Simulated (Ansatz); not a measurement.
# CdSe: stress in a strained cell

CdSe is deformed so: equal xy, yz and zx engineering shear strains of -1 %. What stress and forces result, by LAPW, PAW and all-electron datasets made for the crystal?

Program: Ansatz 0.2.0. Level of theory: DFT LDA, scalar-relativistic. These are calculated values, not measurements.

## (1) The starting structure

It takes space group F-43m (No. 216, cubic). Conventional cell: a = 6.141 Å, b = 6.141 Å, c = 6.141 Å, α = 90.00°, β = 90.00°, γ = 90.00°. Cd (site symmetry -43m) is surrounded by 4 Se at 2.66 Å. Se (site symmetry -43m) has 4 Cd at 2.66 Å as nearest neighbours.

As a file:

```cif
data_structure
_symmetry_space_group_name_H-M 'F-43m'
_symmetry_Int_Tables_number 216
_cell_length_a 6.1405
_cell_length_b 6.1405
_cell_length_c 6.1405
_cell_angle_alpha 90.000
_cell_angle_beta 90.000
_cell_angle_gamma 90.000
_cell_volume 231.54
loop_
_atom_site_label
_atom_site_type_symbol
_atom_site_symmetry_multiplicity
_atom_site_Wyckoff_symbol
_atom_site_fract_x
_atom_site_fract_y
_atom_site_fract_z
_atom_site_occupancy
Cd1 Cd 4 a 0.00000 0.00000 0.00000 1
Se1 Se 4 d 0.25000 0.25000 0.75000 1
```

The file gives the conventional cell by its symmetry; the runs use the cell typed in the input.

Atoms are numbered in the order of the input: Cd1, Se2.

## (2) The deformed structure

Space group F-43m before, R3m after.

## (3) Full-potential LAPW

Input file input.yaml:

```yaml
crystal:
  lattice:
    - [-0.030702712, 3.0549198426, 3.0549198426]
    - [3.0549198426, -0.030702712, 3.0549198426]
    - [3.0549198426, 3.0549198426, -0.030702712]
  atoms:
    - { symbol: Cd, position: [0.0, 0.0, 0.0] }
    - { symbol: Se, position: [0.25, 0.25, 0.25] }
kpoints:
  mp_grid: { grid: [8, 8, 8] }
  band_path:
    path:
      - [0.0, 0.0, 0.0]
      - [0.5, 0.5, 0.5]
      - [0.2525443832, 0.5, 0.7474556168]
      - [-0.2525443832, 0.2525443832, 0.5]
      - [0.0, 0.0, 0.5]
      - [0.0, 0.0, 0.0]
      - [-0.3762721916, 0.0, 0.3762721916]
      - [0.0, 0.3762721916, 0.6237278084]
      - [0.0, 0.5, 0.5]
    npoints: 5
scf:
  occupations: { method: fermi_dirac, width: 0.03 }
hamiltonian:
  xc: lda
  pseudopotentials: { kind: all_electron, lapw: { basis_error: 0.001 } }
output:
  forces: true
  stress: true
  eigenvalues: true
```

The run is started by

```bash
$ ansatz run input.yaml --threads 1 --pin off --max-ram 3072MiB --backend cpu --events-out ev --progress --plain --runs-dir out
```

## (4) Frozen-core PAW

Input file input.yaml:

```yaml
crystal:
  lattice:
    - [-0.030702712, 3.0549198426, 3.0549198426]
    - [3.0549198426, -0.030702712, 3.0549198426]
    - [3.0549198426, 3.0549198426, -0.030702712]
  atoms:
    - { symbol: Cd, position: [0.0, 0.0, 0.0] }
    - { symbol: Se, position: [0.25, 0.25, 0.25] }
kpoints:
  mp_grid: { grid: [8, 8, 8] }
scf:
  occupations: { method: fermi_dirac, width: 0.03 }
hamiltonian:
  xc: lda
  pseudopotentials: { kind: paw }
output:
  forces: true
  stress: true
  eigenvalues: true
  efg: { contact_densities: true }
  write_density: true
  write_potential: true
  elf: true
  volumetric_format: npy
```

## (5) Datasets made for this crystal

Edit input.yaml of step 4 so:

```diff
@@ -14,3 +14,3 @@
   xc: lda
-  pseudopotentials: { kind: paw }
+  pseudopotentials: { kind: all_electron, datasets: crystal }
 output:
@@ -20,5 +20 @@
   efg: { contact_densities: true }
-  write_density: true
-  write_potential: true
-  elf: true
-  volumetric_format: npy
```

(Steps that only read results are left out.)

**Question.** What will these runs give? Wanted: pressure; largest shear or deviatoric stress.

The runs gave:

| quantity | value |
| --- | --- |
| pressure | LAPW -3.23, PAW -3.24, crystal datasets -3.22 GPa |
| largest shear or deviatoric stress (LAPW) | 0.40 GPa |

What this shows: The largest part of the stress beyond the pressure is 0.40 GPa in size; the atoms are carried along and not relaxed. No run of the undeformed cell stands beside it, so the pressure holds what the given cell had before the change. PAW: stress within 0.01 GPa of LAPW, forces within 1 meV/Å. Crystal datasets: stress within 0.01 GPa of LAPW, forces within 1 meV/Å.
